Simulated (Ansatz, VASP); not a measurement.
# Pd: VASP beside Ansatz

```xyz
4
Lattice="2.4022 -1.3834 -0.0458 2.4022 1.3834 -0.0458 -1.4604 0.0000 9.2381" Properties=species:S:1:pos:R:3 pbc="T T T"
Pd   -0.7725    0.0000    1.1711
Pd    4.1165    0.0000    7.9754
Pd    2.4884    0.0000    5.7028
Pd    0.8556    0.0000    3.4436
```

Alike in both runs: functional PBE; k mesh 6 × 6 × 4; occupations gaussian, width 0.1 eV; no spin polarisation.

Ansatz relaxed the structure, and its values are those at the end. VASP's run is a single point on that final structure, the one shown.

|  | VASP | Ansatz |
| --- | --- | --- |
| version | VASP 6.6.1 | Ansatz 0.2.0 |
| potentials or method | VASP PAW PBE potentials, release 64 (Pd) | scalar-relativistic, plane waves, PAW |
| plane-wave cutoff (eV) | 520 | 420 |
| valence electrons in the cell | 40 | 72 |

|  | VASP | Ansatz | Ansatz less VASP |
| --- | --- | --- | --- |
| gap on the k mesh at the Fermi level (eV) | none | none | - |
| pressure (GPa) | -0.3 | 0.0 | +0.30 |

A gap of «none» marks a metal or a gap that the smearing closes. The two sets of potentials don't hold the same shells in valence.

Caveats: the k mesh is coarse (spacing up to 0.44 Å⁻¹), so the values aren't converged.
